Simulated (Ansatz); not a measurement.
Input and command of a plane-wave DFT calculation in Ansatz:

```yaml
crystal:
  lattice:
    - [0.0, 2.2682763633, 2.2682763633]
    - [2.2682763633, 0.0, 2.2682763633]
    - [2.2682763633, 2.2682763633, 0.0]
  atoms:
    - { symbol: Zr, position: [0.0, 0.0, 0.0] }
    - { symbol: "N", position: [0.5, 0.5, 0.5] }
basis:
  ecutwfc: 420
kpoints:
  mp_grid: { grid: [16, 16, 16] }
hamiltonian:
  xc: pbesol
scf:
  occupations: { method: fermi_dirac, width: 0.15 }
output:
  forces: true
  stress: true
  eigenvalues: true
relax:
  adjacent_minimum: "off"
  f_tol: 0.001
  max_steps: 60
  cell: { stress_tol: 0.02, p_target: 8.0 }
```

```bash
ansatz run input.yaml --threads 1 --pin off --max-ram 3072MiB --backend cpu --events-out ev --progress --plain --runs-dir out
```

Processor: AMD EPYC 9R45 96-Core Processor (Zen 5), 1 thread, on a host shared with other jobs.

**Question.** Estimate time, memory and problem size.

**Answer.** About 10 s on 1 thread of AMD EPYC 9R45 96-Core Processor (Zen 5), with other jobs on the host, peak memory 0.41 GiB. It solves 13 bands at 145 k points (the mesh reduced by the symmetry that the task leaves, which can be less than the crystal's) with about 459 plane waves (on the last cell), in 48 SCF iterations over 7 ionic steps.
